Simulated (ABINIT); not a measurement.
PtSe2 (Sudovikovite): single point with PBEsol

PtSe2 (Sudovikovite):

```
Pt Se
1.0
     3.72400    0.00000    0.00000
    -1.86200    3.22508    0.00000
     0.00000    0.00000    5.06200
Pt Se
1 2
Cartesian
  0.0000 0.0000 0.0000
  1.8620 1.0750 3.7965
  0.0000 2.1501 1.2655
```

* Program: ABINIT 10.8.3 (patched build)
* Task: single point
* Functional: PBEsol
* Potentials or basis: PseudoDojo NC SR PBEsol v0.4.1 standard
* Cutoff: 1061 eV
* k mesh: 6 × 6 × 4
* Occupations: fermi-dirac, width 0.05 eV
* Spin: no spin polarisation

```
Pressure                                              : 1.5 GPa
Largest force                                         : 0.324 eV/Å
Band gap on the k mesh                                : none (metal or under the smearing width)
Valence electrons inside the program's atomic spheres : Pt 14.49; Se 13.21
```

Forces on the atoms (eV/Å):
```
Pt   0.000  0.000  0.000
Se   0.000  0.000 -0.324
Se   0.000  0.000  0.324
```

Stress tensor (GPa, compression positive):
```
1.98 0.00 0.00
0.00 1.98 0.00
0.00 0.00 0.43
```

Levels at points of the mesh, in eV from the Fermi level:
```tsv
k point	band 23	band 24	band 25	band 26	band 27	band 28
(0.00, 0.00, 0.00)	-1.06	-1.06	0.42	1.47	1.47	3.50
(0.50, 0.00, 0.00)	-3.48	-3.40	-2.97	0.65	2.37	4.75
(0.00, 0.00, 0.50)	-1.70	-1.49	-1.49	2.32	2.32	4.72
(0.50, 0.00, 0.50)	-3.21	-2.85	-1.37	0.99	1.52	4.53
```

Wall time 45 s on 4 MPI ranks on Arm Neoverse V1, on a shared host, peak memory 0.36 GiB a rank.

Spin-orbit coupling is left out, which matters for the levels of Pt.
